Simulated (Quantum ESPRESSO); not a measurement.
# MgB2: phonon spectrum and thermodynamics under several settings

```xyz
3
Lattice="3.0850 0.0000 0.0000 -1.5425 2.6717 0.0000 0.0000 0.0000 3.5230" Properties=species:S:1:pos:R:3 pbc="T T T"
Mg    0.0000    0.0000    0.0000
B     1.5425    0.8906    1.7615
B     0.0000    1.7811    1.7615
```

All runs used Quantum ESPRESSO 7.5; k mesh 6 × 6 × 6; relaxed cell; no spin polarisation; cutoff 612 eV; occupations methfessel-paxton, width 0.272 eV; q mesh 3 × 3 × 3.

```csv
level,potentials,volume (Å³/atom),highest frequency (cm⁻¹),zero-point energy (meV/atom),entropy at room temperature (k_B/atom)
PBE,GBRV 1.5 PBE,9.59,874,90.2,1.40
PBEsol,GBRV 1.5 PBEsol,?,?,?,?
```

Task: What stands in the row left open?

Result: Volume 9.46 Å³/atom; highest frequency 876 cm⁻¹; zero-point energy 91.1 meV/atom; entropy at room temperature 1.38 k_B/atom.

Caveats: all runs use coarse meshes; the mesh is thin for the phonons of a metal; λ from interpolated matrix elements is rough: modes that symmetry makes equal can differ by tens of percent; before the sum rule the acoustic modes lie tens of cm⁻¹ from zero, a sign that the density grid also shifts the optical modes (some runs).

For the row left open. Caveat: the k mesh is coarse (spacing up to 0.39 Å⁻¹), so the values aren't converged; the mesh is thin for the phonons of a metal; before the sum rule the acoustic modes lie tens of cm⁻¹ from zero, a sign that the density grid also shifts the optical modes; λ from interpolated matrix elements is rough: modes that symmetry makes equal can differ by tens of percent.
